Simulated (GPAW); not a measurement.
# Ba (Fm-3m) in GPAW: notebook, part 2 of 2

GPAW 26.7.0. The steps go on from the part before.

## 4. Qha, revPBE+D3(BJ)

Input file run.py:

```python
import json
import numpy as np
from ase import Atoms
from ase.calculators.mixing import SumCalculator
from ase.constraints import FixSymmetry
from ase.eos import EquationOfState
from ase.filters import FrechetCellFilter
from ase.io import write
from ase.optimize import BFGS
from ase.units import GPa, kJ, mol
from dftd3.ase import DFTD3
from phonopy import Phonopy
from phonopy.structure.atoms import PhonopyAtoms
from gpaw import GPAW, PW

atoms = Atoms(['Ba'],
              cell=[[0.0, 3.2326650028, 3.2326650028],
                    [3.2326650028, 0.0, 3.2326650028],
                    [3.2326650028, 3.2326650028, 0.0]],
              scaled_positions=[[0.0, 0.0, 0.0]],
              pbc=True)

calc = GPAW(mode=PW(510),
            xc='revPBE',
            kpts={'size': (4, 4, 4), 'gamma': True},
            occupations={'name': 'fermi-dirac', 'width': 0.05},
            nbands=12,
            convergence={'density': 1e-06, 'eigenstates': 1e-09},
            maxiter=50,
            txt='gpaw.txt')
atoms.calc = SumCalculator([calc, DFTD3(method='revpbe', damping='d3bj')])
atoms.set_constraint(FixSymmetry(atoms))
BFGS(FrechetCellFilter(atoms), trajectory='relax.traj', logfile='-').run(fmax=0.005, steps=40)
atoms.set_constraint()
energy = atoms.get_potential_energy()
forces = atoms.get_forces()
stress = atoms.get_stress()
calc.write('gs.gpw')
write('result.traj', atoms)
print('Cell:', atoms.cell.cellpar().round(4))
print(atoms.get_scaled_positions().round(5))

def force_constants(scale):
    unit = PhonopyAtoms(symbols=atoms.get_chemical_symbols(), cell=atoms.cell[:] * scale**(1 / 3),
                        scaled_positions=atoms.get_scaled_positions())
    ph = Phonopy(unit, supercell_matrix=np.diag([2, 2, 2]), primitive_matrix=np.eye(3), symprec=1e-4)
    ph.generate_displacements(distance=0.01)
    forces = []
    for i, sc in enumerate(ph.supercells_with_displacements):
        a = Atoms(sc.symbols, cell=sc.cell, scaled_positions=sc.scaled_positions, pbc=True)
        c = GPAW(mode=PW(510),
                 xc='revPBE',
                 kpts={'size': (2, 2, 2), 'gamma': True},
                 occupations={'name': 'fermi-dirac', 'width': 0.05},
                 nbands=60,
                 convergence={'density': 1e-06, 'eigenstates': 1e-09},
                 maxiter=50,
                 txt=f'disp-{scale:.3f}-{i:02d}.txt')
        a.calc = SumCalculator([c, DFTD3(method='revpbe', damping='d3bj')])
        f = a.get_forces()
        forces.append(f - f.mean(axis=0))
        print(f'displacement {i}: drift', f.mean(axis=0).round(5), flush=True)
    ph.forces = forces
    ph.produce_force_constants()
    ph.symmetrize_force_constants()
    return ph

qpoints = [[0.0, 0.0, 0.0], [0.0, 0.0, 0.5], [0.0, 0.5, 0.0], [0.0, 0.5, 0.5], [0.5, 0.0, 0.0], [0.5, 0.0, 0.5], [0.5, 0.5, 0.0], [0.5, 0.5, 0.5]]
results, volumes, free = {}, [], []
temperatures = np.arange(0, 1001, 50)
for scale in [0.97, 0.985, 1.0, 1.015, 1.03, 1.045, 1.06]:
    ph = force_constants(scale)
    ph.run_qpoints(qpoints)
    nu = ph.qpoints.frequencies * 33.35641  # THz to cm^-1
    results[f'{scale:.3f}'] = nu.tolist()
    for qp, f in zip(qpoints, nu):
        print(scale, np.round(qp, 4), f.round(2))
    a = atoms.copy()
    a.set_cell(atoms.cell * scale**(1 / 3), scale_atoms=True)
    c = GPAW(mode=PW(510),
             xc='revPBE',
             kpts={'size': (4, 4, 4), 'gamma': True},
             occupations={'name': 'fermi-dirac', 'width': 0.05},
             nbands=12,
             convergence={'density': 1e-06, 'eigenstates': 1e-09},
             maxiter=50,
             txt=f'cell-{scale:.3f}.txt')
    a.calc = SumCalculator([c, DFTD3(method='revpbe', damping='d3bj')])
    ph.run_mesh([15, 15, 15], is_gamma_center=True)
    ph.run_thermal_properties(temperatures=temperatures, cutoff_frequency=0.05)
    volumes.append(a.get_volume())
    free.append(a.get_potential_energy() + ph.thermal_properties.free_energy * kJ / mol)

fits = []
for f in np.transpose(free):
    if not 0 < f.argmin() < len(f) - 1:
        break  # the minimum has left the range of volumes
    fits.append(EquationOfState(volumes, f, eos='sj').fit())
fits = np.array(fits)
temperatures = temperatures[:len(fits)]
alpha = np.gradient(np.log(fits[:, 0]), temperatures)
for t, (v, gibbs, b), x in zip(temperatures, fits, alpha):
    print(f'{t:5d} K  V {v:9.4f} A^3  G {gibbs:12.6f} eV  B {b / GPa:8.2f} GPa  alpha_V {x * 1e6:8.2f} 1e-6/K')
results['qha'] = [temperatures.tolist(), fits[:, 0].tolist(), fits[:, 1].tolist(), (fits[:, 2] / GPa).tolist(), alpha.tolist(), volumes]
json.dump(results, open('phonons.json', 'w'))
```

Potentials or basis: the program's PAW data sets (release 1.2.1) made for this functional, pw.

Command:

```
> OMP_NUM_THREADS=1 python run.py
```

gpaw.txt:

```text
__  _  _
 | _ |_)|_||  |
 |__||  | ||/\| - 26.7.0

Input parameters:
  mode=PW(ecut=510.0),
  convergence={'density': 1e-06, 'eigenstates': 1e-09},
  kpts=MonkhorstPack(size=(4, 4, 4), gamma=True),
  maxiter=50,
  nbands=12,
  occupations=Occupations(name='fermi-dirac', width=0.05),
  xc=XC(name='revPBE')

Diagonalizing LCAO Hamiltonian
Converting LCAO to pw mode

       Ba

Atoms  # Å, Bohr magnetons
|   | symbol |        x |        y |        z |    initial magnetic moments |
|---|--------|----------|----------|----------|-----------------------------|
| 0 |     Ba | 0.000000 | 0.000000 | 0.000000 | ( 0.0000,  0.0000,  0.0000) |

Unit cell  # Å
| periodic |        x |        y |        z |  lengths |    angles |
|----------|----------|----------|----------|----------|-----------|
|      yes | 0.000000 | 3.232665 | 3.232665 | 4.571679 | 60.000000 |
|      yes | 3.232665 | 0.000000 | 3.232665 | 4.571679 | 60.000000 |
|      yes | 3.232665 | 3.232665 | 0.000000 | 4.571679 | 60.000000 |

Number of symmetries: 48
Symmetry operations  # r_c * U_cc + t_c -> r_c
|    | kind |            matrix            |
|----|------|------------------------------|
|  0 |  σ   |  1, 0, 0,  1, 0,-1,  1,-1, 0 |
|  1 |  C2  |  1, 0, 0,  1,-1, 0,  1, 0,-1 |
|  2 |  E   |  1, 0, 0,  0, 1, 0,  0, 0, 1 |
|  3 |  σ   |  1, 0, 0,  0, 0, 1,  0, 1, 0 |
|  4 |  C4  |  1, 0,-1,  1, 0, 0,  1,-1, 0 |
|  5 |  S6  |  1, 0,-1,  1,-1, 0,  1, 0, 0 |
|  6 |  σ   |  1, 0,-1,  0, 1,-1,  0, 0,-1 |
|  7 |  C3  |  1, 0,-1,  0, 0,-1,  0, 1,-1 |
|  8 |  S6  |  1,-1, 0,  1, 0, 0,  1, 0,-1 |
[... 143 lines left out ...]
SCF iterations
|iter     | |      energy | eigst |  dens |
|---------|-|-------------|-------|-------|
|iter:   1| |   -1.641060 | +0.01 |       |
|iter:   2| |   -1.867671 | -1.17 | -1.24 |
|iter:   3| |   -1.624004 | -1.81 | -1.27 |
|iter:   4| |   -1.657074 | -3.30 | -1.34 |
|iter:   5| |   -1.684542 | -3.42 | -1.42 |
|iter:   6| |   -1.685247 | -4.59 | -2.18 |
|iter:   7| |   -1.685249c| -6.30 | -2.95 |
|iter:   8| |   -1.685257c| -6.85 | -3.31 |
|iter:   9| |   -1.685257c| -8.81 | -4.17 |
[... 278 lines left out ...]
|  0.000000 | -0.001748 | -0.000000 |
|  0.000000 | -0.000000 | -0.001748 |

Forces  # eV/Ang
|        x |        y |       z |
|----------|----------|---------|
| -0.00000 | -0.00000 | 0.00000 |  # Ba   0

Interpolating wave functions to new cell

       Ba

Atoms  # Å, Bohr magnetons
|   | symbol |        x |        y |        z |    initial magnetic moments |
|---|--------|----------|----------|----------|-----------------------------|
| 0 |     Ba | 0.000000 | 0.000000 | 0.000000 | ( 0.0000,  0.0000,  0.0000) |

Unit cell  # Å
| periodic |         x |         y |        z |  lengths |    angles |
|----------|-----------|-----------|----------|----------|-----------|
|      yes | -0.000000 |  3.158610 | 3.158610 | 4.466949 | 60.000000 |
|      yes |  3.158610 | -0.000000 | 3.158610 | 4.466949 | 60.000000 |
|      yes |  3.158610 |  3.158610 | 0.000000 | 4.466949 | 60.000000 |

Number of symmetries: 48
Symmetry operations  # r_c * U_cc + t_c -> r_c
|    | kind |            matrix            |
|----|------|------------------------------|
|  0 |  σ   |  1, 0, 0,  1, 0,-1,  1,-1, 0 |
|  1 |  C2  |  1, 0, 0,  1,-1, 0,  1, 0,-1 |
|  2 |  E   |  1, 0, 0,  0, 1, 0,  0, 0, 1 |
|  3 |  σ   |  1, 0, 0,  0, 0, 1,  0, 1, 0 |
|  4 |  C4  |  1, 0,-1,  1, 0, 0,  1,-1, 0 |
|  5 |  S6  |  1, 0,-1,  1,-1, 0,  1, 0, 0 |
|  6 |  σ   |  1, 0,-1,  0, 1,-1,  0, 0,-1 |
|  7 |  C3  |  1, 0,-1,  0, 0,-1,  0, 1,-1 |
|  8 |  S6  |  1,-1, 0,  1, 0, 0,  1, 0,-1 |
[... 194 lines left out ...]
Stress tensor  # eV/Ang^3
|         x |         y |         z |
|-----------|-----------|-----------|
| -0.005385 |  0.000000 |  0.000000 |
|  0.000000 | -0.005385 |  0.000000 |
|  0.000000 |  0.000000 | -0.005385 |

Forces  # eV/Ang
|       x |       y |        z |
|---------|---------|----------|
| 0.00000 | 0.00000 | -0.00000 |  # Ba   0

Interpolating wave functions to new cell

       Ba

Atoms  # Å, Bohr magnetons
|   | symbol |        x |        y |        z |    initial magnetic moments |
|---|--------|----------|----------|----------|-----------------------------|
| 0 |     Ba | 0.000000 | 0.000000 | 0.000000 | ( 0.0000,  0.0000,  0.0000) |

Unit cell  # Å
| periodic |         x |         y |        z |  lengths |    angles |
|----------|-----------|-----------|----------|----------|-----------|
|      yes | -0.000000 |  3.160716 | 3.160716 | 4.469928 | 60.000000 |
|      yes |  3.160716 | -0.000000 | 3.160716 | 4.469928 | 60.000000 |
|      yes |  3.160716 |  3.160716 | 0.000000 | 4.469928 | 60.000000 |

Number of symmetries: 48
Symmetry operations  # r_c * U_cc + t_c -> r_c
|    | kind |            matrix            |
|----|------|------------------------------|
|  0 |  σ   |  1, 0, 0,  1, 0,-1,  1,-1, 0 |
|  1 |  C2  |  1, 0, 0,  1,-1, 0,  1, 0,-1 |
|  2 |  E   |  1, 0, 0,  0, 1, 0,  0, 0, 1 |
|  3 |  σ   |  1, 0, 0,  0, 0, 1,  0, 1, 0 |
|  4 |  C4  |  1, 0,-1,  1, 0, 0,  1,-1, 0 |
|  5 |  S6  |  1, 0,-1,  1,-1, 0,  1, 0, 0 |
|  6 |  σ   |  1, 0,-1,  0, 1,-1,  0, 0,-1 |
|  7 |  C3  |  1, 0,-1,  0, 0,-1,  0, 1,-1 |
|  8 |  S6  |  1,-1, 0,  1, 0, 0,  1, 0,-1 |
[... 192 lines left out ...]
Stress tensor  # eV/Ang^3
|         x |         y |         z |
|-----------|-----------|-----------|
| -0.005252 |  0.000000 |  0.000000 |
|  0.000000 | -0.005252 | -0.000000 |
|  0.000000 | -0.000000 | -0.005252 |

Forces  # eV/Ang
|       x |        y |        z |
|---------|----------|----------|
| 0.00000 | -0.00000 | -0.00000 |  # Ba   0

# Writing to gs.gpw (mode='')
```

It took 20 min on 1 thread of Arm Neoverse V1, shared host; peak memory 0.9 GiB.

Results:

```yaml
Free_energy: -2.0003 eV
Relaxed_volume: 63.15 Å³/atom
Relaxed_cell: a = 4.470 Å, b = 4.470 Å, c = 4.470 Å, α = 60.00°, β = 60.00°, γ = 60.00°
Space_group_after_relaxing_to_0.05_Å: Fm-3m (No. 225)
Pressure_after_relaxing: 0.0 GPa
Band_gap_on_the_k_mesh: none (metal or under the smearing width)
Highest_phonon_frequency: 86 cm⁻¹
Dispersion_energy_per_atom: -0.325 eV
```

Final structure:
```cif
data_structure
_symmetry_space_group_name_H-M 'P 1'
_symmetry_Int_Tables_number 1
_cell_length_a 4.4699
_cell_length_b 4.4699
_cell_length_c 4.4699
_cell_angle_alpha 60.000
_cell_angle_beta 60.000
_cell_angle_gamma 60.000
_cell_volume 63.15
loop_
_atom_site_label
_atom_site_type_symbol
_atom_site_fract_x
_atom_site_fract_y
_atom_site_fract_z
_atom_site_occupancy
Ba1 Ba 0.00000 0.00000 0.00000 1
```

Phonon frequencies in cm⁻¹ (negative: imaginary):
| q point | frequencies |
| --- | --- |
| (0.000, 0.000, 0.000) | 0 0 0 |
| (0.000, 0.000, 0.500) | 39 39 79 |
| (0.000, 0.500, 0.000) | 39 39 79 |
| (0.000, 0.500, 0.500) | 61 61 86 |
| (0.500, 0.000, 0.000) | 39 39 79 |
| (0.500, 0.000, 0.500) | 61 61 86 |
| (0.500, 0.500, 0.000) | 61 61 86 |
| (0.500, 0.500, 0.500) | 39 39 79 |

Caveat: the k mesh is coarse; the cutoff is short for stress and forces, so pressures can be off by a GPa or more; the density grid can change from cell to cell, which puts small steps into energies and stress; the phonons are harmonic and from a small supercell; pairwise dispersion overbinds metals, which lowers pressure and volume. Spin-orbit coupling is left out, which matters for the levels of Ba.

## 5. The runs side by side

| task | level | potentials or basis | spin | cell | k mesh | cutoff (eV) | maxiter | band path | band points | spin axis theta (degrees) | spin axis phi (degrees) | other keys | pressure (GPa) |
| --- | --- | --- | --- | --- | --- | --- | --- | --- | --- | --- | --- | --- | --- |
| equation of state | r2SCAN+D3(BJ) | GPAW PAW data sets (gpaw-data 1.2.1), pw | off | as given | 7 × 7 × 7 | 600 | 150 | - | - | - | - | - | - |
| band structure | PBE | JTH PAW 2.0, PBE, pw | SOC, no magnetisation | as given | 7 × 7 × 7 | 600 | 150 | GXWKGLUWLK,UX | 80 | 0 | 0 | - | -0.2 |
| qha | revPBE+D3(BJ) | the program's PAW data sets (release 1.2.1) made for this functional, pw | off | relaxed | 4 × 4 × 4 | 510 | 50 | - | - | - | - | several, not listed | 0.0 |

Alike in all rows: smearing fermi-dirac 0.05 eV.

Caveats: the fit is doubtful: noisy points or a state that changes with volume (some runs); the points scatter about the fit (some runs); the PAW data sets were made with another functional, which shifts forces and pressure a little (some runs); this set's barium file shifts pressures by 1.5 GPa and gaps by 0.1 eV against other sets (some runs); the program truncates these outside data sets (some runs); spin-orbit coupling was added after a scalar SCF, so levels and gaps hold it while energy, forces, pressure and moments don't (some runs); this program's spin-orbit splittings come out too wide for heavy elements (some runs).

Total energies depend on the potentials used, so only differences within one code and one set of settings carry meaning.
